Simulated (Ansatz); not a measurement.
# Ho (Im-3m) in Ansatz: notebook

One crystal, Ho, is run at these levels: r2SCAN; tasks: relaxation of cell and atoms.

All numbers are computed with Ansatz 0.2.0; they aren't measurements. Logs are shortened: lines on timing, memory, paths and dates and some standing lists are left out, and cuts for length are marked.

## (1) The crystal as given

Symmetry: Im-3m, No. 229, cubic system. The conventional cell has a = 3.981 Å, b = 3.981 Å, c = 3.981 Å, α = 90.00°, β = 90.00°, γ = 90.00°. Around Ho (site symmetry m-3m) lie 8 Ho at 3.45 Å.

This isn't the form of Ho at room conditions, which is hcp.

## (2) Relaxation of cell and atoms, r2SCAN, collinear spin, ferromagnetic start

input.yaml reads:

```yaml
crystal:
  lattice:
    - [-1.9905175072, 1.9905175072, 1.9905175072]
    - [1.9905175072, -1.9905175072, 1.9905175072]
    - [1.9905175072, 1.9905175072, -1.9905175072]
  atoms:
    - { symbol: Ho, position: [0.0, 0.0, 0.0], spin: 4.0 }
hamiltonian:
  xc: r2scan
  pseudopotentials: { kind: paw }
magnetization:
  spin_polarized: true
kpoints:
  mp_grid: { grid: [9, 9, 9] }
scf:
  occupations: { method: fermi_dirac, width: 0.05 }
output:
  forces: true
  stress: true
  eigenvalues: true
  write_density: true
  write_potential: true
  elf: true
  volumetric_format: npy
relax:
  f_tol: 0.01
  max_steps: 40
  cell: { stress_tol: 0.05 }
```

Potentials or basis: Ansatz PAW.

Run with:

```sh
$ ansatz run input.yaml --threads 2 --pin off --max-ram 5632MiB --backend cpu --events-out ev --progress --plain --runs-dir out
```

The log of the run:

```text
Warning: RAYON_NUM_THREADS=2 ignored (pool sized by the plan → 2); use --threads N
Engine: ansatz 0.2.0, aarch64-unknown-linux-gnu
Pseudopotentials: kind: paw
Pseudopotential: Ho, paw, valence charge 21, recommended cutoff 500 eV (meta_gga), Ho.paw.azcp
Functional definition: r2SCAN
  parameter k0 = 0.174
  parameter k1 = 0.065
  parameter a1 = 4.9479
  exchange = r2scan_x(k0 = k0, k1 = k1, a1 = a1)
  correlation = r2scan_c
Crystal: 1 atoms, lattice volume = 31.547 Å³
Basis set: ecut = 500 eV, 791 PW (Γ), exchange–correlation on 108×108×108 points (64 copies of the dense FFT grid, shifted against one another)
Bands: 17, of which v1, the nominal top of the filled ones, is band 11 counted from 1 (10 counted from 0)
Symmetry: 48 space group operations
Space group: Im-3m (ITA 229), of the structure as read, at distance tolerance 3.2e-5 Å
Magnetic group: BNS 229.140 (UNI 1642), of the structure as read, at distance tolerance 3.2e-5 Å
k-points: 35 of 729
Non-local potential: Ho, projectors of the file, l = 0: 3, l = 1: 2, l = 2: 2, l = 3: 3
PAW form: soft (Blöchl's): semilocal exchange-correlation on the pseudo side does not see the compensation charge
PAW frozen core: Ho, regenerated for the run's functional (the file was generated under x = pbe(κ = 0.804, μ = 0.2195149727645171), c = pbe(β = 0.06672455060314922))
PAW one-centre angular grid: Ho, 2702 points (default); XC on 160 Gauss nodes
Initial density: superposition of atomic densities (chi_scale 0.1, normalization cell)
Starting moments: Σ|m| = 4 μB on 1 of 1 site
Initial wavefunctions: pseudopotential atomic-orbital guess
Functional: x = r2scan, c = r2scan; τ floored in thin density (d = 2e-4 eV/Å³)
iter 1 solved again at ethr=9.31e-4 eV; its pass at ethr=3.10e-3 eV (dr2=1.96e-1 eV) is discarded
SCF iter   1: F=—  HF=-11329.528337 eV  |F-HF|=—  |Δ(HF+E_count)|=         —  Δρ=2.96e-2 (↑9.97e-3 ↓2.96e-2)  dr2=1.94e-1  dr2_τ=4.87e-3  dr2_m=8.23e-2  M=3.722 μB ∫|m|=3.722 μB  β_m=1.00  ethr=9.31e-4  ⟨swp⟩=2.8  Hψ=7810  notcnv=0
Mixer restart at iter 1: flushing history
preconditioner: auto → Kerker (q_TF=auto, 2.549 Å⁻¹)  [metal: Δε(μ)=0.004 eV  Ē_g=12.050 eV  σ=0.050 eV  W_gap=0.02  n_scr=12 (ndim 8)  ℏωp=28.8 eV  f_vac=0.000  D(μ)=21.10/eV (n_scr^D=682)]
spin=Collinear: Kerker preconditioning applied to the charge; magnetization (m = ρ↑ − ρ↓) channel mixes plain (no charge-response kernel on spin).
SCF iter   2: F=—  HF=-11329.975583 eV  |F-HF|=—  |Δ(HF+E_count)|=         —  Δρ=1.93e-2 (↑9.11e-3 ↓1.93e-2)  dr2=1.11e-1  dr2_τ=1.23e-3  dr2_m=1.72e-2  M=3.628 μB ∫|m|=3.641 μB  β_m=1.00  ethr=9.24e-4  ⟨swp⟩=3.4  Hψ=2949  notcnv=0  defer=18
Mixer restart at iter 2: flushing history
SCF iter   3: F=—  HF=-11332.596785 eV  |F-HF|=—  |Δ(HF+E_count)|=         —  Δρ=2.06e-2 (↑9.39e-3 ↓2.06e-2)  dr2=1.53e-1  dr2_τ=6.47e-4  dr2_m=1.61e-2  M=3.818 μB ∫|m|=3.831 μB  β_m=1.00  ethr=5.29e-4  ⟨swp⟩=3.0  Hψ=2137  notcnv=0  defer=17
Mixer restart at iter 3: flushing history
SCF iter   4: F=—  HF=-11331.708470 eV  |F-HF|=—  |Δ(HF+E_count)|=   8.88e-1  Δρ=1.01e-2 (↑4.65e-3 ↓1.01e-2)  dr2=4.46e-2  dr2_τ=2.86e-4  dr2_m=9.97e-3  M=3.996 μB ∫|m|=4.000 μB  β_m=1.00  ethr=2.38e-4  ⟨swp⟩=3.1  Hψ=2969  notcnv=0  defer=15
SCF iter   5: F=—  HF=-11331.715220 eV  |F-HF|=—  |Δ(HF+E_count)|=   6.75e-3  Δρ=8.12e-3 (↑4.66e-3 ↓8.12e-3)  dr2=5.44e-2  dr2_τ=1.39e-4  dr2_m=1.92e-3  M=4.087 μB ∫|m|=4.090 μB  β_m=1.00  ethr=2.12e-4  ⟨swp⟩=2.6  Hψ=2221  notcnv=0  defer=12  κ⁻¹=1.0e0(r=1)
SCF iter   6: F=—  HF=-11331.721738 eV  |F-HF|=—  |Δ(HF+E_count)|=   6.52e-3  Δρ=7.72e-3 (↑4.58e-3 ↓7.72e-3)  dr2=5.15e-2  dr2_τ=9.83e-5  dr2_m=1.51e-3  M=4.108 μB ∫|m|=4.111 μB  β_m=1.00  ethr=2.12e-4  ⟨swp⟩=1.1  Hψ=1194  notcnv=0  defer=12  κ⁻¹=1.3e-2(r=2)
SCF iter   7: F=—  HF=-11331.793540 eV  |F-HF|=—  |Δ(HF+E_count)|=   7.18e-2  Δρ=2.15e-3 (↑1.92e-3 ↓2.15e-3)  dr2=4.63e-3  dr2_τ=1.15e-4  dr2_m=2.49e-4  M=4.445 μB ∫|m|=4.446 μB  β_m=1.00  ethr=2.12e-4  ⟨swp⟩=3.5  Hψ=2850  notcnv=0  defer=12  κ⁻¹=2.9e-4(r=3)
[... 72 lines left out ...]
SCF iter   5: F=—  HF=-11331.804814 eV  |F-HF|=—  |Δ(HF+E_count)|=   8.03e-8  Δρ=1.57e-6 (↑1.47e-6 ↓1.57e-6)  dr2=1.80e-10  dr2_τ=1.34e-10  dr2_m=1.37e-10  M=4.422 μB ∫|m|=4.423 μB  β_m=1.00  ethr=8.40e-12  ⟨swp⟩=2.6  Hψ=2087  notcnv=0  κ⁻¹=2.0e-3(r=4)
SCF iter   6: F=—  HF=-11331.804814 eV  |F-HF|=—  |Δ(HF+E_count)|=   8.05e-9  Δρ=7.90e-7 (↑4.89e-7 ↓7.90e-7)  dr2=1.48e-10  dr2_τ=5.18e-12  dr2_m=4.78e-11  M=4.422 μB ∫|m|=4.422 μB  β_m=1.00  ethr=1.00e-12  ⟨swp⟩=3.0  Hψ=2132  notcnv=0  κ⁻¹=2.0e-4(r=5)
SCF iter   7: F=—  HF=-11331.804814 eV  |F-HF|=—  |Δ(HF+E_count)|=  9.50e-10  Δρ=7.05e-7 (↑3.14e-7 ↓7.05e-7)  dr2=1.57e-10  dr2_τ=1.68e-12  dr2_m=1.78e-11  M=4.422 μB ∫|m|=4.422 μB  β_m=1.00  ethr=1.00e-12  ⟨swp⟩=2.3  Hψ=1960  notcnv=0  κ⁻¹=1.6e-5(r=6)
SCF iter   8: F=—  HF=-11331.804814 eV  |F-HF|=—  |Δ(HF+E_count)|=  5.35e-10  Δρ=5.62e-7 (↑2.58e-7 ↓5.62e-7)  dr2=1.51e-10  dr2_τ=9.79e-13  dr2_m=7.72e-12  M=4.421 μB ∫|m|=4.422 μB  β_m=1.00  ethr=1.00e-12  ⟨swp⟩=2.0  Hψ=1926  notcnv=0  κ⁻¹=3.3e-6(r=7)
SCF iter   9: F=—  HF=-11331.804814 eV  |F-HF|=—  |Δ(HF+E_count)|=  1.89e-10  Δρ=4.92e-7 (↑1.73e-7 ↓4.92e-7)  dr2=1.16e-10  dr2_τ=6.05e-13  dr2_m=7.92e-12  M=4.421 μB ∫|m|=4.422 μB  β_m=1.00  ethr=1.00e-12  ⟨swp⟩=2.1  Hψ=1913  notcnv=0  κ⁻¹=9.3e-7(r=8)
SCF iter  10: F=—  HF=-11331.804814 eV  |F-HF|=—  |Δ(HF+E_count)|=  8.00e-11  Δρ=3.57e-7 (↑1.53e-7 ↓3.57e-7)  dr2=7.26e-11  dr2_τ=5.78e-13  dr2_m=3.32e-12  M=4.422 μB ∫|m|=4.422 μB  β_m=1.00  ethr=1.00e-12  ⟨swp⟩=1.5  Hψ=1485  notcnv=0  κ⁻¹=5.5e-6(r=8)
SCF iter  11: F=—  HF=-11331.804814 eV  |F-HF|=—  |Δ(HF+E_count)|=  1.42e-10  Δρ=1.64e-7 (↑7.88e-8 ↓1.64e-7)  dr2=1.54e-11  dr2_τ=1.62e-13  dr2_m=8.63e-13  M=4.422 μB ∫|m|=4.422 μB  β_m=1.00  ethr=1.00e-12  ⟨swp⟩=2.3  Hψ=1928  notcnv=0  κ⁻¹=7.9e-6(r=8)
SCF iter  12: F=—  HF=-11331.804814 eV  |F-HF|=—  |Δ(HF+E_count)|=  6.91e-11  Δρ=3.53e-8 (↑3.01e-8 ↓3.53e-8)  dr2=2.62e-13  dr2_τ=3.45e-14  dr2_m=1.34e-13  M=4.422 μB ∫|m|=4.422 μB  β_m=1.00  ethr=1.00e-12  ⟨swp⟩=2.0  Hψ=1909  notcnv=0  κ⁻¹=4.0e-5(r=8)
SCF iter  13: F=-11331.804814 eV  HF=-11331.804814 eV  |F-HF|=5.46e-12  |Δ(HF+E_count)|=    0.00e0  Δρ=8.49e-8 (↑2.51e-8 ↓8.49e-8)  dr2=2.77e-12  dr2_τ=1.11e-14  dr2_m=3.43e-13  M=4.422 μB ∫|m|=4.422 μB  ethr=1.00e-12  ⟨swp⟩=4.4  Hψ=4868  notcnv=0
SCF 4 converged in 13 iterations: F = -11331.804814 eV  dr2 = 2.77e-12
relax step   4: F+E_penalty+E_count = -11331.80481385 eV  Δ(F+E_penalty+E_count) = -1.294e-4 eV  max|allowed force component| = 0.000e0 eV/Å  Δτ_max = 0.0000 Å  P = +0.023 GPa  Ω = 32.614 Å³  stress off target by 2.32e-2 GPa  SCF on the basis re-selected at this cell (its energy is not comparable with the rows above)  (13 SCF iters)
basis re-selected at this cell: Δ(F+E_penalty+E_count) = -1.294e-4 eV, ΔP = +0.006 GPa vs the last step (what re-selecting the basis moved, of the pressure what is left beyond the Pulay correction that the steps carried, after the strain that the cell walked since its last selection, with what the two solves' SCF thresholds leave and, on support functions, any second-order correction that the steps lacked; it is no measure of the basis error at this ecutwfc). This SCF's stress stands 2.32e-2 GPa from its target on what of the cell is left free (relax.cell.stress_tol is 5.00e-2 GPa) and its largest allowed force component is 0.00e0 eV/Å (relax.f_tol is 1.00e-2 eV/Å): within both
SCF converged after 13 iterations
Stability not checked: this state was not tested for a lower state beside it, because the mixer in use, unlike msr1, does not test its closes by its own steps (another_mixer; see scf.mixing.algorithm and scf.lower_state_search)
Magnetization: 4.4215 μB (12.7108 up, 8.2892 down)
Absolute magnetization: 4.4195 μB (∫|ρ↑−ρ↓|, with the PAW one-centre terms)
Spin contamination: 0.0074 ħ² per cell (⟨S²⟩ above its minimum at these occupations)
Per-site moments (μB) at R_I (Å): [(4.145116519036098, 1.4380179896313432)]
Free energy (F): -11331.804814 eV
Harris-Foulkes:  -11331.804814 eV  (|F-HF|=5.46e-12)
Internal energy: -11331.766763 eV  (E = F + TS)
E sigma→0 (E₀):  -11331.785788 eV
Entropy (-TS):   -0.038051 eV (-38.051 meV/atom)
Fermi energy:    12.193811 eV
--- Per-component energies (eV) ---
  E_band       = -39.464913
  E_kinetic    = 371.760814
  E_local      = -3894.066138  (includes V_loc(G=0)·N_el)
  E_nonlocal   = 608.751872
  E_hartree    = 1650.480497
  E_xc         = -188.515376
  E_vxc        = -250.426931  (∫ρ·V_xc dr)
  E_paw        = -7010.222242  (= ΣΔE_a)
  E_vpaw       = -190.562946  (= ΣTr[D̂ρ^β])
  E_aug_tail   = 0.000022  (compensation charges beyond the density's cutoff)
  E_vtau       = 14.117529  (kinetic-family band-sum trace: ∫τ·v_τ [+ j·A + Jᵃ·Aᵃ] dr)
  E_ewald      = -2870.519984
  E_core_change = 0.563771  (= ΣΔE_core)
  E_smearing   = -0.038051  (= −TS)
  E_closure    = 0.000000  (closes the sum)
  Σ components = -11331.804814   (vs F -11331.804814, Δ=0.00e0)
--- Forces (eV/Å), atoms counted from 1 ---
  atom   1  Ho     0.00000000    -0.00000000    -0.00000000
  max |Σ_I F_I| component: 7.23e-31 eV/Å
--- Stress (GPa, compression-positive) ---
        0.023245       0.000000       0.000000
       -0.000000       0.023245       0.000000
       -0.000000      -0.000000       0.023245
  P = ⅓ Tr σ = 0.0232 GPa (0.232 kbar)
--- Band table (eV; the first three rows and the last of 70) ---
  k-point 0 ↑: bands = ["-39.0476", "-12.8955", "-12.8955", "-12.8955", "6.2839", "6.6400", "6.6400", "6.6400", "6.6438", "7.7296", "7.7296", "7.7296", "14.1495", "14.1495", "14.1495", "16.1329", "16.1329"]
  k-point 1 ↑: bands = ["-39.0424", "-12.9633", "-12.9163", "-12.8959", "6.6303", "6.6307", "6.6367", "6.6375", "6.6414", "7.7337", "7.7365", "7.7387", "13.8819", "13.9749", "14.5035", "15.8014", "16.1356"]
  k-point 2 ↑: bands = ["-39.0293", "-13.1305", "-12.9685", "-12.8969", "6.6014", "6.6154", "6.6280", "6.6424", "7.5894", "7.7449", "7.7575", "7.7632", "13.2416", "13.2983", "15.5213", "15.7461", "16.2194"]
  k-point 34 ↓: bands = ["-36.8300", "-11.7208", "-11.7067", "-11.7067", "9.6019", "9.6174", "9.6174", "11.1174", "11.1456", "12.3179", "12.3234", "12.3234", "13.4156", "17.7047", "17.7047", "18.3994", "18.9114"]
--- Relaxed structure (3 steps of the walk, 3 accepted, 1 SCFs on fresh bases) ---
  F+E_penalty+E_count = -11331.80481385 eV   max|allowed force component| = 0.000e0 eV/Å   (the final SCF, on the basis selected at the relaxed cell)
  cell:  # Å, volume = 32.6136 Å³
    - [-2.012703208274377, 2.012703208274377, 2.012703208274377]
    - [2.012703208274377, -2.012703208274377, 2.012703208274377]
    - [2.012703208274377, 2.012703208274377, -2.012703208274377]
  atoms:
    - { symbol: Ho, position: [0.0, 0.0, 0.0] }
```

Wall time 22 s (2 threads of Arm Neoverse V2, shared host); peak memory 0.43 GiB.

What came out:

| Item | Value |
| --- | --- |
| Free energy | -11331.8048 eV |
| Relaxed volume | 32.61 Å³/atom |
| Relaxed cell | a = 3.486 Å, b = 3.486 Å, c = 3.486 Å, α = 109.47°, β = 109.47°, γ = 109.47° |
| Space group after relaxing (to 0.05 Å) | Im-3m (No. 229) |
| Energy gained by relaxing | 3.4 meV/atom |
| Ionic steps | 4 |
| Pressure after relaxing | 0.0 GPa |
| Band gap on the k mesh | none (metal or under the smearing width) |
| Net moment | 4.42 μB per cell |
| Absolute moment | 4.42 μB per cell |
| Site moments | Ho +4.15 μB |

Step by step:
| step | energy change (eV) | largest force (eV/Å) | volume (Å³) |
| --- | --- | --- | --- |
| 1 | 0.0000 | 0.0000 | 31.55 |
| 2 | -0.0030 | 0.0000 | 32.30 |
| 3 | -0.0033 | 0.0000 | 32.61 |
| 4 | -0.0034 | 0.0000 | 32.61 |

Final structure:
```cif
data_structure
_symmetry_space_group_name_H-M 'P 1'
_symmetry_Int_Tables_number 1
_cell_length_a 3.4861
_cell_length_b 3.4861
_cell_length_c 3.4861
_cell_angle_alpha 109.471
_cell_angle_beta 109.471
_cell_angle_gamma 109.471
_cell_volume 32.61
loop_
_atom_site_label
_atom_site_type_symbol
_atom_site_fract_x
_atom_site_fract_y
_atom_site_fract_z
_atom_site_occupancy
Ho1 Ho 0.00000 0.00000 0.00000 1
```

Levels at points of the mesh, in eV from the Fermi level:
Spin up:
| k point | band 10 | band 11 | band 12 | band 13 | band 14 | band 15 | band 16 | band 17 |
| --- | --- | --- | --- | --- | --- | --- | --- | --- |
| (0.00, 0.00, 0.00) | -4.46 | -4.46 | -4.46 | 1.96 | 1.96 | 1.96 | 3.94 | 3.94 |
Spin down:
```tsv
k point	band 5	band 6	band 7	band 8	band 9	band 10	band 11	band 12
(0.00, 0.00, 0.00)	-4.99	-2.73	-2.73	-2.73	0.26	0.26	0.26	1.51
```

Caveat: the magnetic or orbital state may not be the lowest; the plane-wave basis is chosen anew once the cell has moved, so the energies of steps on either side of that aren't comparable; spin-orbit coupling is left out, which moves the levels of the heavy elements; the PAW data sets come from PBE, with cores solved anew for the run's functional, which leaves a small shift of forces and pressure.

## (3) Relaxation of cell and atoms, r2SCAN, collinear spin, ferromagnetic start, target pressure 2 GPa, at which the enthalpy is minimised

input.yaml: that of step 2 with these lines changed.

```diff
@@ -27,2 +27,2 @@
   max_steps: 40
-  cell: { stress_tol: 0.05 }
+  cell: { stress_tol: 0.05, p_target: 2.0 }
```

Potentials or basis: Ansatz PAW.

Run with:

```sh
$ ansatz run input.yaml --threads 2 --pin off --max-ram 5632MiB --backend cpu --events-out ev --progress --plain --runs-dir out
```

Wall time 22 s (2 threads of Arm Neoverse V2, shared host); peak memory 0.43 GiB.

The run converged. Its results:

- Free energy: -11331.7932 eV
- Relaxed volume: 30.68 Å³/atom
- Relaxed cell: a = 3.416 Å, b = 3.416 Å, c = 3.416 Å, α = 109.47°, β = 109.47°, γ = 109.47°
- Space group after relaxing (to 0.05 Å): Im-3m (No. 229)
- Energy change on relaxing (the enthalpy is what falls): +8.1 meV/atom
- Ionic steps: 4
- Pressure after relaxing: 2.0 GPa
- Band gap on the k mesh: none (metal or under the smearing width)
- Net moment: 4.39 μB per cell
- Absolute moment: 4.38 μB per cell
- Site moments: Ho +4.14 μB

The path:
| step | energy change (eV) | largest force (eV/Å) | volume (Å³) |
| --- | --- | --- | --- |
| 1 | 0.0000 | 0.0000 | 31.55 |
| 2 | 0.0059 | 0.0000 | 30.86 |
| 3 | 0.0081 | 0.0000 | 30.68 |
| 4 | 0.0081 | 0.0000 | 30.68 |

Final structure:
```
Ho
1.0
    -1.97217    1.97217    1.97217
     1.97217   -1.97217    1.97217
     1.97217    1.97217   -1.97217
Ho
1
Direct
  0.00000 0.00000 0.00000
```

Levels at points of the mesh, in eV from the Fermi level:
Spin up:
```tsv
k point	band 9	band 10	band 11	band 12	band 13	band 14	band 15	band 16	band 17
(0.00, 0.00, 0.00)	-5.54	-4.48	-4.48	-4.48	1.97	1.97	1.97	4.10	4.10
```
Spin down:
| k point | band 4 | band 5 | band 6 | band 7 | band 8 | band 9 | band 10 | band 11 | band 12 | band 13 |
| --- | --- | --- | --- | --- | --- | --- | --- | --- | --- | --- |
| (0.00, 0.00, 0.00) | -23.39 | -5.16 | -2.73 | -2.73 | -2.73 | 0.29 | 0.29 | 0.29 | 1.54 | 2.76 |

Caveat: the magnetic or orbital state may not be the lowest; the plane-wave basis is chosen anew once the cell has moved, so the energies of steps on either side of that aren't comparable; spin-orbit coupling is left out, which moves the levels of the heavy elements; the PAW data sets come from PBE, with cores solved anew for the run's functional, which leaves a small shift of forces and pressure. The state reached can hang on the start; a lower one may exist.

## (4) Relaxation of cell and atoms, r2SCAN, collinear spin, ferromagnetic start, target pressure 5 GPa, at which the enthalpy is minimised

input.yaml: that of step 3 with these lines changed.

```diff
@@ -27,2 +27,2 @@
   max_steps: 40
-  cell: { stress_tol: 0.05, p_target: 2.0 }
+  cell: { stress_tol: 0.05, p_target: 5.0 }
```

Run with:

```sh
$ ansatz run input.yaml --threads 2 --pin off --max-ram 5632MiB --backend cpu --events-out ev --progress --plain --runs-dir out
```

Wall time 21 s (2 threads of Arm Neoverse V2, shared host); peak memory 0.43 GiB.

It converged, with:

```yaml
Free_energy: -11331.7465 eV
Relaxed_volume: 28.51 Å³/atom
Relaxed_cell: a = 3.333 Å, b = 3.333 Å, c = 3.333 Å, α = 109.47°, β = 109.47°, γ = 109.47°
Space_group_after_relaxing_to_0.05_Å: Im-3m (No. 229)
Energy_change_on_relaxing_the_enthalpy_is_what_falls: +54.9 meV/atom
Ionic_steps: 4
Pressure_after_relaxing: 5.0 GPa
Band_gap_on_the_k_mesh: none (metal or under the smearing width)
Net_moment: 4.43 μB per cell
Absolute_moment: 4.42 μB per cell
Site_moments: Ho +4.18 μB
```

Step by step:
```csv
step,energy change (eV),largest force (eV/Å),volume (Å³)
1,0.0000,0.0000,31.55
2,0.0461,0.0000,28.80
3,0.0546,0.0000,28.51
4,0.0549,0.0000,28.51
```

Final structure:
```
Ho
1.0
    -1.92449    1.92449    1.92449
     1.92449   -1.92449    1.92449
     1.92449    1.92449   -1.92449
Ho
1
Cartesian
  0.0000 0.0000 0.0000
```

Levels at points of the mesh, in eV from the Fermi level:
Spin up:
| k point | band 9 | band 10 | band 11 | band 12 | band 13 | band 14 | band 15 | band 16 | band 17 |
| --- | --- | --- | --- | --- | --- | --- | --- | --- | --- |
| (0.00, 0.00, 0.00) | -5.54 | -4.50 | -4.50 | -4.50 | 1.98 | 1.98 | 1.98 | 4.31 | 4.31 |
Spin down:
| k point | band 6 | band 7 | band 8 | band 9 | band 10 | band 11 |
| --- | --- | --- | --- | --- | --- | --- |
| (0.00, 0.00, 0.00) | -2.74 | -2.74 | -2.74 | 0.33 | 0.33 | 0.33 |

Caveat: the magnetic or orbital state may not be the lowest; the plane-wave basis is chosen anew once the cell has moved, so the energies of steps on either side of that aren't comparable; spin-orbit coupling is left out, which moves the levels of the heavy elements; the PAW data sets come from PBE, with cores solved anew for the run's functional, which leaves a small shift of forces and pressure. The state reached can hang on the start; a lower one may exist.

[end of part 1 of 2]
